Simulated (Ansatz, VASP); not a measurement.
**Cross-check of ZnSe between VASP and Ansatz**

Wanted: the spread between two codes on one cell, functional and k mesh. The cell is taken from a series of runs on this material, whose earlier steps may have relaxed, scaled, displaced or heated it; both programs get it as it stands.

Calculated with Ansatz 0.2.0; plane waves, with VASP 6.6.1 beside it; relaxation of cell and atoms at r2SCAN.

**1. Set-up**

The structure is cubic, space group F-43m (No. 216). The conventional cell has a = 5.666 Å, b = 5.666 Å, c = 5.666 Å, α = 90.00°, β = 90.00°, γ = 90.00°. Nearest to Se lie 4 Zn at 2.45 Å. Nearest to Zn lie 4 Se at 2.45 Å. Farther neighbours and most contacts between anions are not listed.

Coordinates:

```cif
data_structure
_symmetry_space_group_name_H-M 'P 1'
_symmetry_Int_Tables_number 1
_cell_length_a 4.0068
_cell_length_b 4.0068
_cell_length_c 4.0068
_cell_angle_alpha 60.000
_cell_angle_beta 60.000
_cell_angle_gamma 60.000
_cell_volume 45.49
loop_
_atom_site_label
_atom_site_type_symbol
_atom_site_fract_x
_atom_site_fract_y
_atom_site_fract_z
_atom_site_occupancy
Se1 Se 0.00000 0.00000 0.00000 1
Zn2 Zn 0.25000 0.25000 0.25000 1
```

**2. VASP: relaxation of cell and atoms, r2SCAN**

The relaxed volume is the usual yardstick between codes: in a stiff, nearly cubic crystal its relative difference is about their pressure difference at one cell divided by the bulk modulus.

Lines of VASP's logs that name or quote its potential files are left out, and so is its time.

INCAR reads:

```
SYSTEM = ZnSe
PREC = Accurate
ENCUT = 550
EDIFF = 1E-07
NELM = 120
ISMEAR = 0
SIGMA = 0.01
LREAL = .FALSE.
ALGO = Normal
METAGGA = R2SCAN
LASPH = .TRUE.
NBANDS = 15
LORBIT = 11
LWAVE = .FALSE.
LCHARG = .FALSE.
ISIF = 3
IBRION = 2
NSW = 80
EDIFFG = -0.005
GGA_COMPAT = .FALSE.
NELMIN = 4
EFERMI = MIDGAP
LMIXTAU = .TRUE.
```

POSCAR reads:

```
ZnSe
1.0
    0.0000000000      2.8332280000      2.8332280000
    2.8332280000      0.0000000000      2.8332280000
    2.8332280000      2.8332280000      0.0000000000
Se Zn
1 1
Direct
    0.0000000000      0.0000000000      0.0000000000
    0.2500000000      0.2500000000      0.2500000000
```

KPOINTS reads:

```
Automatic mesh
0
Gamma
8 8 8
0 0 0
```

The projector-augmented-wave data sets are Se and Zn (PBE family, release 64).

Started as:

```
$ mpirun -np 1 vasp_std
```

Numbers of over 12 decimals in the logs are rounded to 6 here.

Log:

```text
[banner, memory and clock lines left out]
running    1 mpi-ranks, on    1 nodes
 distrk:  each k-point on    1 cores,    1 groups
 distr:  one band on    1 cores,    1 groups

 POSCAR found type information on POSCAR SeZn
 POSCAR found :  2 types and       2 ions
|                                                                             |
|               ----> ADVICE to this user running VASP <----                  |
|                                                                             |
|     You enforced a specific xc type in the INCAR file but a different       |
|     [... a line on the potential file left out ...]
|     I HOPE YOU KNOW WHAT YOU ARE DOING!                                     |
|                                                                             |

 LDA part: xc-table for (None), standard interpolation
 POSCAR, INCAR and KPOINTS ok, starting setup
 FFT: planning ... GRIDC
 FFT: planning ... GRID_SOFT
 FFT: planning ... GRID
 WAVECAR not read
 entering main loop
       N       E                     dE             d eps       ncg     rms          rms(c)
DAV:   1     0.587030493858E+02    0.58703E+02   -0.92069E+03   870   0.147E+03
DAV:   2    -0.229441100335E+02   -0.81647E+02   -0.76901E+02   975   0.267E+02
DAV:   3    -0.276552646101E+02   -0.47112E+01   -0.46912E+01  1066   0.610E+01
DAV:   4    -0.276889456254E+02   -0.33681E-01   -0.33678E-01  1024   0.579E+00
DAV:   5    -0.276890811286E+02   -0.13550E-03   -0.13550E-03  1101   0.314E-01    0.503E+00
DAV:   6    -0.248695855225E+02    0.28195E+01   -0.16139E+00   940   0.365E+01    0.487E+00
DAV:   7    -0.248270654304E+02    0.42520E-01   -0.44131E-01   891   0.121E+01    0.217E+00
DAV:   8    -0.248677621533E+02   -0.40697E-01   -0.15738E-01   870   0.393E+00    0.589E-01
DAV:   9    -0.248425187834E+02    0.25243E-01   -0.15120E-01   870   0.339E+00    0.258E-01
DAV:  10    -0.249074517545E+02   -0.64933E-01   -0.47742E-02   884   0.189E+00    0.102E-01
DAV:  11    -0.249091781955E+02   -0.17264E-02   -0.15377E-03  1066   0.438E-01    0.625E-02
DAV:  12    -0.249087428776E+02    0.43532E-03   -0.36053E-04   898   0.244E-01    0.264E-02
DAV:  13    -0.249091892297E+02   -0.44635E-03   -0.39636E-04   884   0.210E-01    0.102E-02
DAV:  14    -0.249092168501E+02   -0.27620E-04   -0.38455E-05   912   0.602E-02    0.454E-03
DAV:  15    -0.249092243250E+02   -0.74748E-05   -0.47830E-06  1348   0.455E-02    0.349E-03
DAV:  16    -0.249092264344E+02   -0.21094E-05   -0.14310E-06   912   0.174E-02    0.279E-03
DAV:  17    -0.249092265073E+02   -0.72957E-07   -0.44789E-07   912   0.110E-02
   1 F= -.24909227E+02 E0= -.24909227E+02  d E =-.249092E+02
 curvature:   0.00 expect dE= 0.000E+00 dE for cont linesearch  0.000E+00
 trial: gam= 0.00000 g(F)=  0.134E-46 g(S)=  0.297E-04 ort = 0.000E+00 (trialstep = 0.100E+01)
 search vector abs. value=  0.297E-04
 bond charge predicted
       N       E                     dE             d eps       ncg     rms          rms(c)
DAV:   1    -0.249096049421E+02   -0.37851E-03   -0.45365E-03  1038   0.137E+00    0.140E-01
DAV:   2    -0.249092185953E+02    0.38635E-03   -0.95929E-04  1059   0.838E-01    0.523E-02
DAV:   3    -0.249091927479E+02    0.25847E-04   -0.29346E-05   870   0.507E-02    0.265E-02
DAV:   4    -0.249091874691E+02    0.52788E-05   -0.34831E-05   933   0.582E-02    0.100E-02
DAV:   5    -0.249091938054E+02   -0.63363E-05   -0.48803E-06   884   0.231E-02    0.733E-03
DAV:   6    -0.249091976623E+02   -0.38570E-05   -0.26382E-06  1161   0.176E-02    0.296E-03
DAV:   7    -0.249091980488E+02   -0.38646E-06   -0.91988E-07   884   0.120E-02    0.926E-04
DAV:   8    -0.249091979924E+02    0.56399E-07   -0.20069E-07   862   0.427E-03
   2 F= -.24909198E+02 E0= -.24909198E+02  d E =0.285149E-04
 trial-energy change:    0.000029  1 .order   -0.000004   -0.000030    0.000022
 step:   0.5781(harm=  0.5781)  dis= 0.00000  next Energy=   -24.909235 (dE=-0.859E-05)
 bond charge predicted
       N       E                     dE             d eps       ncg     rms          rms(c)
DAV:   1    -0.249092696573E+02   -0.71609E-04   -0.80741E-04  1038   0.578E-01    0.592E-02
DAV:   2    -0.249092301405E+02    0.39517E-04   -0.17204E-04  1059   0.358E-01    0.221E-02
DAV:   3    -0.249092213066E+02    0.88339E-05   -0.52175E-06   870   0.214E-02    0.111E-02
DAV:   4    -0.249092170571E+02    0.42495E-05   -0.61352E-06   933   0.246E-02    0.426E-03
DAV:   5    -0.249092169430E+02    0.11407E-06   -0.84261E-07   884   0.967E-03    0.313E-03
DAV:   6    -0.249092148231E+02    0.21199E-05   -0.46906E-07  1050   0.732E-03    0.124E-03
DAV:   7    -0.249092149072E+02   -0.84147E-07   -0.16448E-07   716   0.510E-03
   3 F= -.24909215E+02 E0= -.24909215E+02  d E =0.116001E-04
 curvature:  -0.29 expect dE=-0.892E-07 dE for cont linesearch -0.892E-07
 trial: gam= 0.00000 g(F)=  0.501E-45 g(S)=  0.308E-06 ort =-0.303E-05 (trialstep = 0.916E+00)
 search vector abs. value=  0.309E-06
 reached required accuracy - stopping structural energy minimisation
```

OUTCAR, selected parts (step 2):

```text
ion  position               nearest neighbor table
   1  0.000  0.000  0.000-   2 2.45   2 2.45   2 2.45   2 2.45
   2  0.250  0.250  0.250-   1 2.45   1 2.45   1 2.45   1 2.45

  LATTYP: Found a face centered cubic cell.
 ALAT       =     5.6664560000

 Subroutine GETGRP returns: Found 24 space group operations
 (whereof 24 operations were pure point group operations)

The static configuration has the point symmetry T_d .

 Found     29 irreducible k-points:

   k-points           NKPTS =     29   k-points in BZ     NKDIM =     29   number of bands    NBANDS=     15

   dimension x,y,z NGX =    32 NGY =   32 NGZ =   32
   dimension x,y,z NGXF=    64 NGYF=   64 NGZF=   64

   ENCUT  =  550.0 eV  40.42 Ry    6.36 a.u.   7.66  7.66  7.66*2*pi/ulx,y,z

   NELECT =      18.0000    total number of electrons

 k-points in reciprocal lattice and weights: Automatic mesh
   0.00000000  0.00000000  0.00000000       0.002
   0.12500000  0.00000000  0.00000000       0.016
   0.25000000  0.00000000  0.00000000       0.016
   0.37500000  0.00000000  0.00000000       0.016
   0.50000000  0.00000000  0.00000000       0.008
   0.12500000  0.12500000  0.00000000       0.012
   0.25000000  0.12500000  0.00000000       0.047
   0.37500000  0.12500000  0.00000000       0.047
   0.50000000  0.12500000  0.00000000       0.047
[...]
-0.37500000  0.50000000  0.12500000       0.023
  -0.25000000  0.50000000  0.25000000       0.012

 average (electrostatic) potential at core
       1 -60.4223       2 -42.6611

 E-fermi :   2.2290

 k-point     1 :       0.0000    0.0000    0.0000
  band No.  band energies     occupation
    ...
      5      -4.9896      2.00000
      6      -4.9896      2.00000
      7       1.2961      2.00000
      8       1.2961      2.00000
      9       1.2961      2.00000
     10       3.1620      0.00000
     11       7.6117      0.00000
     12       7.6117      0.00000
     13       7.6117      0.00000
     14      11.8848      0.00000
    ...

 k-point     2 :       0.1250    0.0000    0.0000
  band No.  band energies     occupation
    ...
      5      -4.9910      2.00000
      6      -4.9910      2.00000
      7       0.0441      2.00000
      8       1.1430      2.00000
      9       1.1430      2.00000
     10       4.0840      0.00000
     11       7.5429      0.00000
     12       7.8724      0.00000
     13       7.8724      0.00000
     14      12.5307      0.00000
    ...

 k-point     3 :       0.2500    0.0000    0.0000
  band No.  band energies     occupation
    ...
      5      -4.9896      2.00000
      6      -4.9896      2.00000
      7      -1.7372      2.00000
      8       0.8136      2.00000
      9       0.8136      2.00000
     10       4.5692      0.00000
     11       8.2505      0.00000
     12       8.2505      0.00000
     13       8.3847      0.00000
     14      12.3006      0.00000
    ...

  Total       -0.0020646     -0.0020646     -0.0020646      0.0000000      0.0000000      0.0000000
  in kB       -0.0726609     -0.0726609     -0.0726609      0.0000000      0.0000000      0.0000000
  external PRESSURE =      -0.0726609 kB  Pullay stress =       0.0000000 kB

  energy-cutoff  :      550.00
  volume of cell :       45.52
      direct lattice vectors                 reciprocal lattice vectors
     0.000000000  2.834028622  2.834028622    -0.176427294  0.176427294  0.176427294
     2.834028622  0.000000000  2.834028622     0.176427294 -0.176427294  0.176427294
     2.834028622  2.834028622  0.000000000     0.176427294  0.176427294 -0.176427294

 POSITION                                       TOTAL-FORCE (eV/Angst)
 -----------------------------------------------------------------------------------
      0.00000      0.00000      0.00000         0.000000      0.000000      0.000000
      1.41701      1.41701      1.41701        -0.000000     -0.000000     -0.000000
 -----------------------------------------------------------------------------------
    total drift:                               -0.000000     -0.000000      0.000000

  FREE ENERGIE OF THE ION-ELECTRON SYSTEM (eV)
  ---------------------------------------------------
  free  energy   TOTEN  =       -24.9092149072 eV

  energy  without entropy=      -24.9092149072  energy(sigma->0) =      -24.90921491

 reached required accuracy - stopping structural energy minimisation

 total charge
# of ion       s       p       d       tot
------------------------------------------
    1        1.431   2.483   0.030   3.943
    2        0.511   0.443   9.803  10.757
--------------------------------------------------
tot          1.942   2.926   9.833  14.700

[... 3 further parts left out ...]
```

The gap is read on the k-mesh alone, so it is an upper bound where the band edges lie off the mesh. The PAW data sets were made with PBE, which is usual practice but a small mismatch for other functionals. The run keeps the 24 symmetry operations of its start, so it cannot find a distortion of lower symmetry.

**3. Ansatz: relaxation of cell and atoms, r2SCAN**

Ansatz runs on its PAW soft_1 files.

The same cell, functional and mesh now go to Ansatz, which takes its cutoff from its data sets.

input.yaml reads:

```yaml
crystal:
  lattice:
    - [0.0, 2.8332277346, 2.8332277346]
    - [2.8332277346, 0.0, 2.8332277346]
    - [2.8332277346, 2.8332277346, 0.0]
  atoms:
    - { symbol: Se, position: [0.0, 0.0, 0.0] }
    - { symbol: Zn, position: [0.25, 0.25, 0.25] }
kpoints:
  mp_grid: { grid: [8, 8, 8] }
hamiltonian:
  xc: r2scan
  pseudopotentials: { kind: paw, azcp: { folder: soft_1 } }
scf:
  occupations: { method: fixed }
output:
  forces: true
  stress: true
  eigenvalues: true
relax:
  adjacent_minimum: "off"
  f_tol: 0.001
  max_steps: 60
  cell: { stress_tol: 0.01 }
```

Started as:

```
$ ansatz run input.yaml --threads 4 --pin off --max-ram 16384MiB --backend cpu --events-out ev --progress --plain --runs-dir out
```

Log:

```text
Engine: ansatz 0.2.0, aarch64-unknown-linux-gnu
Pseudopotentials: kind: paw
Pseudopotential: Se, paw, valence charge 16, recommended cutoff 500 eV (meta_gga), soft_1/Se.paw.azcp
Pseudopotential: Zn, paw, valence charge 12, recommended cutoff 500 eV (meta_gga), soft_1/Zn.paw.azcp
Functional definition: r2SCAN
  parameter k0 = 0.174
  parameter k1 = 0.065
  parameter a1 = 4.9479
  exchange = r2scan_x(k0 = k0, k1 = k1, a1 = a1)
  correlation = r2scan_c
Crystal: 2 atoms, lattice volume = 45.486 Å³
Basis set: ecut = 500 eV, 1139 PW (Γ), exchange–correlation on 120×120×120 points (64 copies of the dense FFT grid, shifted against one another)
Bands: 18, of which v1, the nominal top of the filled ones, is band 14 counted from 1 (13 counted from 0)
Symmetry: 24 space group operations
Space group: F-43m (ITA 216), of the structure as read, at distance tolerance 3.6e-5 Å
k-points: 29 of 512 (time reversal used)
Non-local potential: Se, projectors of the file, l = 0: 2, l = 1: 2, l = 2: 3, l = 3: 1
Non-local potential: Zn, projectors of the file, l = 0: 2, l = 1: 2, l = 2: 3, l = 3: 1
PAW form: soft (Blöchl's): semilocal exchange-correlation on the pseudo side does not see the compensation charge
PAW frozen core: Se, regenerated for the run's functional (the file was generated under x = pbe(κ = 0.804, μ = 0.219515), c = pbe(β = 0.066725))
PAW frozen core: Zn, regenerated for the run's functional (the file was generated under x = pbe(κ = 0.804, μ = 0.219515), c = pbe(β = 0.066725))
PAW one-centre angular grid: Se, 590 points (default); XC on 160 Gauss nodes
PAW one-centre angular grid: Zn, 590 points (default); XC on 160 Gauss nodes
Initial density: superposition of atomic densities (chi_scale 0.1, normalization cell, long waves kept (reshape's long-wave potential 0.00 eV rms))
Initial wavefunctions: pseudopotential atomic-orbital guess
Functional: x = r2scan, c = r2scan; τ floored in thin density (d = 2e-4 eV/Å³)
SCF iter   1: F=—  HF=-8805.840795 eV  |F-HF|=—  |Δ(HF+E_count)|=         —  Δρ=7.21e-2  dr2=1.31e0  dr2_τ=5.78e-3  ethr=3.10e-3  ⟨swp⟩=4.5  Hψ=2505  notcnv=0  defer=49
preconditioner: auto → none  [insulator: Δε(μ)=1.624 eV  Ē_g=13.612 eV  n_scr=14 (ndim 8)  ℏωp=23.4 eV  f_vac=0.055  ε∞_Penn≈3.9]
SCF iter   2: F=—  HF=-8805.593760 eV  |F-HF|=—  |Δ(HF+E_count)|=   2.47e-1  Δρ=2.33e-2  dr2=1.69e-1  dr2_τ=2.88e-3  ethr=3.10e-3  ⟨swp⟩=3.0  Hψ=1150  notcnv=0  defer=51
SCF iter   3: F=—  HF=-8805.518978 eV  |F-HF|=—  |Δ(HF+E_count)|=   7.48e-2  Δρ=1.40e-2  dr2=4.43e-2  dr2_τ=3.55e-4  ethr=6.05e-4  ⟨swp⟩=2.0  Hψ=1027  notcnv=0  defer=51
SCF iter   4: F=—  HF=-8805.514754 eV  |F-HF|=—  |Δ(HF+E_count)|=   4.22e-3  Δρ=2.54e-3  dr2=1.74e-3  dr2_τ=3.75e-5  ethr=1.58e-4  ⟨swp⟩=2.0  Hψ=1030  notcnv=0  defer=50
SCF iter   5: F=—  HF=-8805.515380 eV  |F-HF|=—  |Δ(HF+E_count)|=   6.26e-4  Δρ=6.90e-4  dr2=1.77e-4  dr2_τ=4.21e-6  ethr=6.23e-6  ⟨swp⟩=2.1  Hψ=850  notcnv=0  defer=53
SCF iter   6: F=—  HF=-8805.515438 eV  |F-HF|=—  |Δ(HF+E_count)|=   5.80e-5  Δρ=1.10e-4  dr2=3.63e-6  dr2_τ=1.53e-7  ethr=6.34e-7  ⟨swp⟩=2.0  Hψ=991  notcnv=0  defer=52
SCF iter   7: F=—  HF=-8805.515438 eV  |F-HF|=—  |Δ(HF+E_count)|=   3.54e-8  Δρ=3.70e-5  dr2=4.32e-7  dr2_τ=1.83e-9  ethr=1.30e-8  ⟨swp⟩=2.0  Hψ=928  notcnv=0  defer=3
SCF iter   8: F=-8805.515438 eV  HF=-8805.515438 eV  |F-HF|=1.90e-8  |Δ(HF+E_count)|=   1.37e-7  Δρ=1.07e-5  dr2=2.49e-8  dr2_τ=8.52e-11  ethr=3.57e-10  ⟨swp⟩=7.1  Hψ=2878  notcnv=0
SCF 1 converged in 8 iterations: F = -8805.515438 eV  dr2 = 2.49e-8
  greatest PAW one-centre occupation: 1.000 electrons in one spin orbital (limit 2), on the Se atom at site 0 (counted from 0), in its partial waves of l = 2
relax step   1: F+E_penalty+E_count = -8805.51543764 eV  Δ(F+E_penalty+E_count) = +0.000e0 eV  max|allowed force component| = 1.076e-16 eV/Å  Δτ_max = 0.0000 Å  P = -0.015 GPa  Ω = 45.486 Å³  (8 SCF iters, dr2 threshold 1.00e-7 eV, accepted)
[...]
relax step   2: F+E_penalty+E_count = -8805.51544010 eV  Δ(F+E_penalty+E_count) = -2.460e-6 eV  max|allowed force component| = 2.371e-17 eV/Å  Δτ_max = 0.0000 Å  P = -0.003 GPa  Ω = 45.478 Å³  energy of the carried Pulay correction = +2.006e-6 eV  (4 SCF iters, dr2 threshold 5.44e-10 eV, accepted)
[...]
relax step   3: F+E_penalty+E_count = -8805.51544010 eV  Δ(F+E_penalty+E_count) = -1.619e-10 eV  max|allowed force component| = 1.821e-17 eV/Å  Δτ_max = 0.0000 Å  P = -0.003 GPa  Ω = 45.478 Å³  stress off target by 3.03e-3 GPa  SCF on the basis re-selected at this cell (its energy is not comparable with the rows above)  (5 SCF iters)
basis re-selected at this cell: Δ(F+E_penalty+E_count) = -1.619e-10 eV, ΔP = -0.000 GPa vs the last step (what re-selecting the basis moved, of the pressure what is left beyond the Pulay correction that the steps carried, after the strain that the cell walked since its last selection, with what the two solves' SCF thresholds leave and, on support functions, any second-order correction that the steps lacked; it is no  [...]
SCF converged after 5 iterations
Free energy (F): -8805.515440 eV
Harris-Foulkes:  -8805.515440 eV  (|F-HF|=1.82e-12)
Internal energy: -8805.515440 eV  (E = F + TS)
E sigma→0 (E₀):  -8805.515440 eV
Fermi energy:    6.236562 eV
--- Per-component energies (eV) ---
  E_band       = -406.527691
  E_kinetic    = 257.093217
  E_local      = -4846.921401  (includes V_loc(G=0)·N_el)
  E_nonlocal   = 472.590059
  E_hartree    = 2244.168642
  E_xc         = -150.578109
  E_vxc        = -148.262866  (∫ρ·V_xc dr)
  E_paw        = -4058.267632  (= ΣΔE_a)
  E_vpaw       = -636.759290  (= ΣTr[D̂ρ^β])
  E_aug_tail   = 0.000073  (compensation charges beyond the density's cutoff)
  E_vtau       = 7.395261  (kinetic-family band-sum trace: ∫τ·v_τ [+ j·A + Jᵃ·Aᵃ] dr)
  E_ewald      = -2721.652912
  E_core_change = -1.947377  (= ΣΔE_core)
  E_smearing   = -0.000000  (= −TS)
  E_closure    = -0.000000  (closes the sum)
  Σ components = -8805.515440   (vs F -8805.515440, Δ=0.00e0)
--- Forces (eV/Å), atoms counted from 1 ---
  atom   1  Se    -0.00000000     0.00000000    -0.00000000
  atom   2  Zn    -0.00000000    -0.00000000     0.00000000
  max |Σ_I F_I| component: 3.76e-17 eV/Å
--- Stress (GPa, compression-positive) ---
       -0.003030      -0.000000      -0.000000
       -0.000000      -0.003030       0.000000
       -0.000000       0.000000      -0.003030
  P = ⅓ Tr σ = -0.0030 GPa (-0.030 kbar)
--- Band table (eV; the first three rows and the last of 29) ---
  k-point 0: bands = [... 10 lower, -0.0602, 6.2366, 6.2366, 6.2366, 8.0988, 12.5571, 12.5571, 12.5571]
  k-point 1: bands = [... 10 lower, -0.0616, 4.9842, 6.0831, 6.0831, 9.0196, 12.4852, 12.8181, 12.8181]
  k-point 2: bands = [... 10 lower, -0.0600, 3.2011, 5.7527, 5.7527, 9.5062, 13.1971, 13.1971, 13.3206]
  k-point 28: bands = [... 10 lower, 0.2442, 1.5211, 3.4140, 3.5287, 12.0700, 12.3059, 13.8297, 14.4539]
--- Relaxed structure (2 steps of the walk, 2 accepted, 1 SCFs on fresh bases) ---
  F+E_penalty+E_count = -8805.51544010 eV   max|allowed force component| = 1.821e-17 eV/Å   (the final SCF, on the basis selected at the relaxed cell)
  cell:  # Å, volume = 45.4776 Å³
    - [0, 2.833061, 2.833061]
    - [2.833061, 0, 2.833061]
    - [2.833061, 2.833061, 0]
  atoms:
    - { symbol: Se, position: [0, 0, 0] }
    - { symbol: Zn, position: [0.25, 0.25, 0.25] }
```

**4. Differences**

Known differences besides the potentials themselves: VASP keeps PBE cores, Ansatz makes them for the functional; fixed occupations in Ansatz, narrow Gaussian smearing in VASP; the data sets hold 28 valence electrons in Ansatz (on its PAW soft_1 files) and 18 in VASP; the cutoff is 500 eV in Ansatz and 550 eV in VASP; Ansatz adds a Pulay correction to the stress that steers its cell, VASP none. Total energies have different zeros and are not compared.

Both answers:

```
                                         quantity  Ansatz   VASP  difference
                                      volume (Å³)   45.48  45.52     -0.10 %
edge a after relaxation, in the typed setting (Å)   4.007  4.008     -0.03 %
```

**5. Outcome**

| Property | Result |
| --- | --- |
| difference in volume (relaxation of cell and atoms, r2SCAN) | -0.10 % |

What this shows: The difference in volume is -0.10 % (relaxation of cell and atoms, r2SCAN), within the 1.2 % picked in this series as the mark of a large difference, as far as the stopping tolerances let one tell. The data sets hold unlike numbers of valence electrons (28 in Ansatz and 18 in VASP), so part of the differences comes from the potentials. 1 further run of this series is not shown here. Such differences can come from data sets, numerical settings and the points named under the comparisons, not from the functional's error against experiment.

[Lines on the potential files, build, host, timing and source positions are cut from VASP's logs without a mark.]

[Logs are printed without paths, hosts, clocks, repeated set-up lines and the standing remarks that a program may print on its own settings, such as how far it seeks lower states.]

[Hosts, paths, dates, database ids (printed as entryN), source tags and the programs' standing remarks are cut or masked in the printed files.]
